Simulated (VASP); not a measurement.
Here is a VASP 6.6.1 calculation.

Sc.cif

```cif
data_Sc
_cell_length_a 3.30900000
_cell_length_b 3.30900000
_cell_length_c 5.27330000
_cell_angle_alpha 90.00000000
_cell_angle_beta 90.00000000
_cell_angle_gamma 120.00000000
_space_group_name_H-M_alt 'P6_3/mmc'
_space_group_name_Hall '-P 6c 2c'
_space_group_IT_number 194
loop_
_space_group_symop_operation_xyz
'x,y,z'
'-x,-y,-z'
'x-y,x,z+1/2'
'-x+y,-x,-z+1/2'
'-y,x-y,z'
'y,-x+y,-z'
'-x,-y,z+1/2'
'x,y,-z+1/2'
'-x+y,-x,z'
'x-y,x,-z'
'y,-x+y,z+1/2'
'-y,x-y,-z+1/2'
'-y,-x,-z+1/2'
'y,x,z+1/2'
'-x,-x+y,-z'
'x,x-y,z'
'-x+y,y,-z+1/2'
'x-y,-y,z+1/2'
'y,x,-z'
'-y,-x,z'
'x,x-y,-z+1/2'
'-x,-x+y,z+1/2'
'x-y,-y,-z'
'-x+y,y,z'
loop_
_atom_site_label
_atom_site_type_symbol
_atom_site_symmetry_multiplicity
_atom_site_Wyckoff_symbol
_atom_site_fract_x
_atom_site_fract_y
_atom_site_fract_z
_atom_site_occupancy
Sc1 Sc 2 c 0.6666666667 0.3333333333 0.7500000000 1
```

The input POSCAR:

```
Sc
 1.0000000000000000
     3.3090000000000002    0.0000000000000000    0.0000000000000000
    -1.6544999999999994    2.8656780611227077    0.0000000000000000
     0.0000000000000000    0.0000000000000000    5.2732999999999999
 Sc 
   2
Cartesian
  1.6545000001654504  0.9552260202787133  3.9549750000000001
 -0.0000000001654495  1.9104520408439947  1.3183250000000000
```

INCAR.step1

```
SYSTEM = Sc
ALGO = Normal
EDIFF = 1E-6
ENCUT = 520
GGA = PS
ISIF = 2
ISMEAR = -1
LASPH = .True.
LCHARG = .True.
LDAU = .True.
LDAUJ = 1
LDAUL = 2
LDAUPRINT = 1
LDAUTYPE = 2
LDAUU = 5.3
LMAXMIX = 4
LREAL = .False.
LWAVE = .False.
NBANDS = 18
NELM = 60
PREC = Accurate
SIGMA = 0.05
```

KPOINTS.step1

```
k-points
0
Gamma
  9 9 5
  0 0 0
```

File INCAR.step2:

```
SYSTEM = Sc
ALGO = Normal
EDIFF = 1E-6
ENCUT = 520
GGA = PS
ICHARG = 11
ISIF = 2
ISMEAR = 0
LASPH = .True.
LCHARG = .False.
LDAU = .True.
LDAUJ = 1
LDAUL = 2
LDAUPRINT = 1
LDAUTYPE = 2
LDAUU = 5.3
LMAXMIX = 4
LREAL = .False.
LWAVE = .False.
NBANDS = 18
NELM = 60
PREC = Accurate
SIGMA = 0.05
```

Contents of KPOINTS.step2:

```
path GMKGALHA,LM,KH
15
line-mode
reciprocal
 0.0000000000  0.0000000000  0.0000000000  G
 0.5000000000  0.0000000000  0.0000000000  M

 0.5000000000  0.0000000000  0.0000000000  M
 0.3333333333  0.3333333333  0.0000000000  K

 0.3333333333  0.3333333333  0.0000000000  K
 0.0000000000  0.0000000000  0.0000000000  G

 0.0000000000  0.0000000000  0.0000000000  G
 0.0000000000  0.0000000000  0.5000000000  A

 0.0000000000  0.0000000000  0.5000000000  A
 0.5000000000  0.0000000000  0.5000000000  L

 0.5000000000  0.0000000000  0.5000000000  L
 0.3333333333  0.3333333333  0.5000000000  H

 0.3333333333  0.3333333333  0.5000000000  H
 0.0000000000  0.0000000000  0.5000000000  A

 0.5000000000  0.0000000000  0.5000000000  L
 0.5000000000  0.0000000000  0.0000000000  M

 0.3333333333  0.3333333333  0.0000000000  K
 0.3333333333  0.3333333333  0.5000000000  H
```

Potentials or basis: VASP PAW PBE potentials, release 64 (Sc_sv).

The run is started by

```sh
$ ase convert -i cif -o vasp Sc.cif POSCAR
$ cat potpaw_PBE.64/Sc_sv/POTCAR > POTCAR
$ cp INCAR.step1 INCAR
$ cp KPOINTS.step1 KPOINTS
$ mpirun -np 1 vasp_std > vasp.out
$ cp INCAR.step2 INCAR
$ cp KPOINTS.step2 KPOINTS
$ mpirun -np 1 vasp_std > vasp.out
```

Q: Predict the band gap along the path.

A: None (metal or under the smearing width).

Levels at the corners of the path, in eV from the Fermi level:
```
point  band 10  band 11  band 12  band 13  band 14  band 15
    Γ    -1.77    -0.19     2.05     2.05     2.16     2.49
    M    -1.25    -0.50    -0.31     1.32     1.86     1.99
    M    -1.25    -0.50    -0.31     1.32     1.86     1.99
    K    -0.80    -0.77    -0.18     1.21     1.21     2.26
    K    -0.80    -0.77    -0.18     1.21     1.21     2.26
    Γ    -1.77    -0.19     2.05     2.05     2.16     2.49
    Γ    -1.77    -0.19     2.05     2.05     2.16     2.49
    A    -4.22     1.14     1.14     2.00     2.00     2.00
    A    -4.22     1.14     1.14     2.00     2.00     2.00
    L    -1.49    -0.10    -0.10     1.19     1.19     2.83
    L    -1.49    -0.10    -0.10     1.19     1.19     2.83
    H    -0.43     0.00     0.00     0.11     0.11     2.79
    H    -0.43     0.00     0.00     0.11     0.11     2.79
    A    -4.22     1.14     1.14     2.00     2.00     2.00
    L    -1.49    -0.10    -0.10     1.19     1.19     2.83
    M    -1.25    -0.50    -0.31     1.32     1.86     1.99
    K    -0.80    -0.77    -0.18     1.21     1.21     2.26
    H    -0.43     0.00     0.00     0.11     0.11     2.79
```

Caveat: the log is that of the step along the path at fixed density, whose energy, stress, charges and moments have no meaning; U without spin polarisation on a metal has little footing; the U is typed as a test and isn't derived for this compound.
